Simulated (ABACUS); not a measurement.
# MgO (Fm-3m) in ABACUS: notebook, part 2 of 2

ABACUS 3.10.1. The steps go on from the part before.

## (4) Equation of state, revPBE, 8.67 Å³/atom (volume scaled by 0.94)

Contents of INPUT:

```
INPUT_PARAMETERS
suffix              MgO
calculation         scf
basis_type          pw
pseudo_dir          ./
latname             fcc
symmetry            1
dft_functional      revpbe
ecutwfc             40
pseudo_rcut         10
nspin               1
nbands              12
ks_solver           dav
smearing_method     fd
smearing_sigma      0.00367493
scf_thr             1e-08
scf_nmax            100
mixing_type         broyden
mixing_beta         0.7
cal_force           1
cal_stress          1
ecutrho             320
kpar                4
```

Contents of STRU:

```
ATOMIC_SPECIES
Mg 24.3050 mg_pbe_v1.4.uspp.F.UPF
O 15.9990 o_pbe_v1.2.uspp.F.UPF

LATTICE_CONSTANT
7.7637259953

ATOMIC_POSITIONS
Direct

Mg
0.0
1
0.0000000000 0.0000000000 0.0000000000 1 1 1

O
0.0
1
0.5000000000 0.5000000000 0.5000000000 1 1 1
```

Contents of KPT:

```
K_POINTS
0
Gamma
9 9 9 0 0 0
```

Potentials or basis: GBRV ultrasoft 1.5 PBE, plane waves.

Launch:

```sh
$ OMP_NUM_THREADS=1 mpirun -np 4 abacus > log
```

running log:

```text
ABACUS v3.10.1

               Atomic-orbital Based Ab-initio Computation at UStc

 ------------------------------------------------------------------------------------

 READING GENERAL INFORMATION
                           global_out_dir = OUT.MgO/
                           global_in_card = INPUT
                               pseudo_dir = ./
                              orbital_dir =
                                    DSIZE = 4
                                    GSIZE = 1

 READING UNITCELL INFORMATION
                                    ntype = 2
                  lattice constant (Bohr) = 7.76373
              lattice constant (Angstrom) = 4.10839

 READING ATOM TYPE 1
                               atom label = Mg
                      L=0, number of zeta = 1
                      L=1, number of zeta = 1
                      L=2, number of zeta = 1
             number of atom for this type = 1

 READING ATOM TYPE 2
                               atom label = O
                      L=0, number of zeta = 1
                      L=1, number of zeta = 1
                      L=2, number of zeta = 1
             number of atom for this type = 1

                        TOTAL ATOM NUMBER = 2
DIRECT COORDINATES
    atom                   x                   y                   z     mag                  vx                  vy                  vz
taud_Mg1            0.0000000000        0.0000000000        0.0000000000  0.0000        0.0000000000        0.0000000000        0.0000000000
taud_O1            0.5000000000        0.5000000000        0.5000000000  0.0000        0.0000000000        0.0000000000        0.0000000000

                          Volume (Bohr^3) = 116.991
                             Volume (A^3) = 17.3362

 Lattice vectors: (Cartesian coordinate: in unit of a_0)
                 -0.5                  +0                +0.5
                   +0                +0.5                +0.5
                 -0.5                +0.5                  +0
 Reciprocal vectors: (Cartesian coordinate: in unit of 2 pi/a_0)
                   -1                  -1                  +1
                   +1                  +1                  +1
[... 247 lines left out ...]
     Energy           Rydberg                 eV
----------------------------------------------------------
 E_KohnSham     -157.8010776975      -2146.9938072269
 E_Harris       -159.1899968336      -2165.8910215394
 E_Fermi        0.8847897233         12.0381817682
----------------------------------------------------------
[... 63 lines left out ...]
 Density error is 7.56576807821e-09
                          Error Threshold = 3.69905331124e-10
----------------------------------------------------------
     Energy           Rydberg                 eV
----------------------------------------------------------
 E_KohnSham     -157.9462347333      -2148.9687700184
 E_KS(sigma->0) -157.9462347333      -2148.9687700184
 E_Harris       -157.9457449274      -2148.9621058669
 E_band         -20.6428532962       -280.8604278063
 E_one_elec     -83.2970085212       -1133.3139422432
 E_Hartree      47.1945191675        642.1143750487
 E_xc           -24.6856039514       -335.8648723106
 E_Ewald        -97.1581414282       -1321.9043305134
 E_entropy(-TS) 0.0000000000         0.0000000000
 E_descf        0.0000000000         0.0000000000
 E_exx          0.0000000000         0.0000000000
 E_Fermi        0.8702327017         11.8401233293
----------------------------------------------------------

 charge density convergence is achieved
 final etot is -2148.96877 eV
 EFERMI = 11.840123329 eV

 STATE ENERGY(eV) AND OCCUPATIONS    NSPIN == 1
 1/9 kpoint (Cartesian) = 0.0000 0.0000 0.0000 (531 pws)
       1       -63.2691     0.00274348
       2       -29.9918     0.00274348
       3       -29.9918     0.00274348
       4       -29.9918     0.00274348
       5       -8.74979     0.00274348
       6        8.85992     0.00274348
       7        8.85992     0.00274348
       8        8.85992     0.00274348
       9        14.5173    1.53128e-26
      10        25.2418        0.00000
      11        25.2418        0.00000
      12        25.2418        0.00000
[... 57 lines left out ...]
 6/9 kpoint (Cartesian) = 0.0000 0.0000 0.22222 (516 pws)
       1       -63.2672      0.0164609
       2       -30.0045      0.0164609
       3       -29.9962      0.0164609
       4       -29.9962      0.0164609
       5       -8.55008      0.0164609
       6        7.99963      0.0164609
       7        8.65896      0.0164609
       8        8.65896      0.0164609
       9        15.4879    3.40602e-34
      10        23.2548        0.00000
      11        25.7484        0.00000
      12        25.7484        0.00000

[... levels at 3 further k points ...]

------------------------------------------------------------------------------------------
 TOTAL-FORCE (eV/Angstrom)
------------------------------------------------------------------------------------------
                       Mg1         0.0000000000         0.0000000000         0.0000000000
                        O1         0.0000000000         0.0000000000         0.0000000000
------------------------------------------------------------------------------------------

----------------------------------------------------------------
 TOTAL-STRESS (KBAR)
----------------------------------------------------------------
       235.6404968979         0.0000000000         0.0000000000
         0.0000000000       235.6404968979         0.0000000000
         0.0000000000         0.0000000000       235.6404968979
----------------------------------------------------------------
 TOTAL-PRESSURE: 235.640497 KBAR

 --------------------------------------------
 !FINAL_ETOT_IS -2148.9687700184190362 eV
 --------------------------------------------
```

stdout:

```text
ABACUS v3.10.1

               Atomic-orbital Based Ab-initio Computation at UStc

 dft_functional readin is: revpbe
 dft_functional in pseudopot file is: PBE
 Please make sure this is what you need
[... 38 lines left out ...]
 DA7     -2.14896877e+03  -1.85809162e-07   7.5658e-09   0.23
----------------------------------------------------------------
 TOTAL-STRESS (KBAR)
----------------------------------------------------------------
       235.6404968979         0.0000000000         0.0000000000
         0.0000000000       235.6404968979         0.0000000000
         0.0000000000         0.0000000000       235.6404968979
----------------------------------------------------------------
 TOTAL-PRESSURE: 235.640497 KBAR
```

Run time: 4.5 s. Hardware: 4 MPI ranks of Intel Xeon Platinum 8488C (Sapphire Rapids), shared host; peak memory 0.44 GiB.

What came out:

| Item | Value |
| --- | --- |
| Free energy | -2148.9688 eV |
| Pressure | 23.6 GPa |
| Band gap on the k mesh | 5.66 eV, direct |

Caveat: the potentials were made for another functional, which shifts forces and pressure.

## (5) Equation of state, revPBE, 9.04 Å³/atom (volume scaled by 0.98)

INPUT is that of step 4.

STRU: that of step 4 with these lines changed.

```diff
@@ -5,3 +5,3 @@
 LATTICE_CONSTANT
-7.7637259953
+7.8723236409
```

KPT is that of step 4.

Launch:

```sh
$ OMP_NUM_THREADS=1 mpirun -np 4 abacus > log
```

Run time: 4.6 s. Hardware: 4 MPI ranks of Intel Xeon Platinum 8488C (Sapphire Rapids), shared host; peak memory 0.44 GiB.

Results (log left out):

| Item | Value |
| --- | --- |
| Free energy | -2149.0558 eV |
| Pressure | 14.6 GPa |
| Band gap on the k mesh | 5.22 eV, direct |

Caveat: the potentials were made for another functional, which shifts forces and pressure.

## (6) Equation of state, revPBE, 9.41 Å³/atom (volume scaled by 1.02)

INPUT is that of step 5.

STRU: that of step 5 with these lines changed.

```diff
@@ -5,3 +5,3 @@
 LATTICE_CONSTANT
-7.8723236409
+7.9780050252
```

KPT is that of step 5.

Potentials or basis: GBRV ultrasoft 1.5 PBE, plane waves.

Launch:

```sh
$ OMP_NUM_THREADS=1 mpirun -np 4 abacus > log
```

It took 4.8 s on 4 MPI ranks of Intel Xeon Platinum 8488C (Sapphire Rapids), shared host; peak memory 0.48 GiB.

Results (log left out):

* Free energy: -2149.1055 eV
* Pressure: 7.3 GPa
* Band gap on the k mesh: 4.83 eV, direct

Caveat: the potentials were made for another functional, which shifts forces and pressure.

## (7) Equation of state, revPBE, 9.77 Å³/atom (volume scaled by 1.06)

INPUT is that of step 6.

STRU: that of step 6 with these lines changed.

```diff
@@ -5,3 +5,3 @@
 LATTICE_CONSTANT
-7.9780050252
+8.0809583805
```

KPT is that of step 6.

Launch:

```sh
$ OMP_NUM_THREADS=1 mpirun -np 4 abacus > log
```

Run time: 5 s. Hardware: 4 MPI ranks of Intel Xeon Platinum 8488C (Sapphire Rapids), shared host; peak memory 0.48 GiB.

The run converged. Its results:

```
Free energy            : -2149.1244 eV
Pressure               : 1.2 GPa
Band gap on the k mesh : 4.47 eV, direct
```

Caveat: the potentials were made for another functional, which shifts forces and pressure.

## (8) Equation of state, revPBE

This step only gathers the single runs of the series.

Results:

```yaml
Equilibrium_volume: "9.85 Å³/atom (rough: see the caveat)"
Bulk_modulus: 141 GPa (rough)
```

Energy against volume, from the lowest point:
```tsv
volume (Å³/atom)	energy (meV/atom)
8.668	77.80
9.037	34.28
9.406	9.44
9.775	0.00
```

Caveat: the minimum lies outside the volumes run; the potentials were made for another functional, which shifts forces and pressure.

## (9) How close it comes

Step 2. A measured gap of MgO is 7.83 eV (quoted in “Electronic structure of alkaline earth and post-transition metal oxides”, 2009, arxiv:0908.1581); the calculated 4.92 eV misses it by -2.91 eV. The value is that of B86bPBE, without temperature or zero-point motion. The cell is a database's relaxed one, not the measured one, which moves gaps too.

Step 3. Against the measured gap of MgO, 7.83 eV (quoted in “Electronic structure of alkaline earth and post-transition metal oxides”, 2009, arxiv:0908.1581), the calculated 5.02 eV is off by -2.81 eV. The value is that of revPBE, without temperature or zero-point motion. Semilocal functionals fall short of measured gaps as a rule. The cell is a database's relaxed one, not the measured one, which moves gaps too.
